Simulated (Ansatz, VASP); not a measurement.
**Two plane-wave programs on InSb**

```
In Sb
1.0
     0.00000    3.01236    3.01236
     3.01236    0.00000    3.01236
     3.01236    3.01236    0.00000
In Sb
1 1
Direct
  0.00000 0.00000 0.00000
  0.50000 0.50000 0.50000
```

Alike in both runs: task single point; functional PBE; k mesh 12 × 12 × 12; occupations gaussian, width 0.1 eV; no spin polarisation.

|  | VASP | Ansatz |
| --- | --- | --- |
| version | VASP 6.6.1 | Ansatz 0.2.0 |
| potentials or method | VASP PAW PBE potentials, release 64 (In_d, Sb) | scalar-relativistic, plane waves, PAW |
| plane-wave cutoff (eV) | 520 | 420 |
| valence electrons in the cell | 18 | 28 |

```csv
,VASP,Ansatz,Ansatz less VASP
gap on the k mesh at the Fermi level (eV),none,none,-
pressure (GPa),3.4,3.4,+0.03
```

A gap of «none» marks a metal or a gap that the smearing closes. The functional is the same, so the differences come from potentials, cutoffs and numerics. The two sets of potentials don't hold the same shells in valence.

The runs have no spin-orbit coupling, so splittings on Sb are missing.
